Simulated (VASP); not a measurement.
Write the native input for VASP 6.6.1 that does the following.

```
Task                   : relaxation of cell and atoms
Functional             : r2SCAN
Dispersion             : D3(BJ)
Potentials or basis    : VASP PAW PBE potentials, release 64 (Pt, Al)
Cutoff                 : 600 eV
k mesh                 : 6 × 6 × 6
Occupations            : methfessel-paxton, width 0.1 eV
Spin                   : no spin polarisation
Further INCAR settings : ALGO = Normal; EDIFF = 1e-06; IBRION = 2; EDIFFG = -0.01; NSW = 60; ISIF = 3
```

The structure of AlPt lies in POSCAR:

```
AlPt
1.0
    4.8789320700      0.0000000000      0.0000000000
    0.0000000000      4.8789320700      0.0000000000
    0.0000000000      0.0000000000      4.8789320700
Pt Al
4 4
Direct
    0.8449369400      0.6550630600      0.3449369400
    0.6550630600      0.3449369400      0.8449369400
    0.3449369400      0.8449369400      0.6550630600
    0.1550630600      0.1550630600      0.1550630600
    0.1559679000      0.3440321000      0.6559679000
    0.3440321000      0.6559679000      0.1559679000
    0.6559679000      0.1559679000      0.3440321000
    0.8440321000      0.8440321000      0.8440321000
```

The cell is a database's computed one.

One way to write it, as run:

INCAR

```
SYSTEM = AlPt
ALGO     = Normal         ! electronic algorithm
EDIFF    = 1E-6           ! SCF threshold, eV
EDIFFG   = -0.01          ! ionic threshold
ENCUT    = 600            ! plane-wave cutoff, eV
IBRION   = 2              ! ionic algorithm
ISIF     = 3              ! what is computed and relaxed
ISMEAR   = 1              ! smearing method
IVDW     = 12             ! dispersion correction
LASPH    = .TRUE.         ! aspherical terms in the spheres
LCHARG   = .FALSE.        ! write CHGCAR
LMIXTAU  = .TRUE.       
LREAL    = .FALSE.        ! projectors in reciprocal space
LWAVE    = .FALSE.        ! write WAVECAR
METAGGA  = R2SCAN         ! meta-GGA
NELM     = 100            ! most SCF steps
NSW      = 60             ! ionic steps
PREC     = Accurate       ! precision mode
SIGMA    = 0.1            ! smearing width, eV
VDW_A1   = 0.49484001   
VDW_A2   = 5.73083694   
VDW_S6   = 1.0          
VDW_S8   = 0.78981345
```

KPOINTS

```
k-points
0
G
  6 6 6
  0 0 0
```

Potentials or basis: VASP PAW PBE potentials, release 64 (Pt, Al).

Launch:

```sh
$ cat potpaw_PBE.64/Pt/POTCAR potpaw_PBE.64/Al/POTCAR > POTCAR
$ mpirun -np 1 vasp_std > vasp.out
```

Results of the run:

The relaxed volume is 14.30 Å³/atom and the relaxed cell is a = 4.854 Å, b = 4.854 Å, c = 4.854 Å, α = 90.00°, β = 90.00°, γ = 90.00°. The space group after relaxing (to 0.05 Å) is P2_13 (No. 198). The energy gained by relaxing is 2.3 meV/atom and the ionic steps are 6. The pressure after relaxing is 0.0 GPa. The band gap on the k mesh is none (metal or under the smearing width) and the dispersion energy per atom is -0.275 eV.

Caveat: the PAW data sets were made with another functional, which shifts forces and pressure a little; pairwise dispersion overbinds metals, which lowers pressure and volume.

It took 19 min on 1 thread of Intel(R) Xeon(R) Platinum 8259CL CPU @ 2.50GHz (Skylake/Cascade Lake) (shared host), peak memory 0.33 GiB.
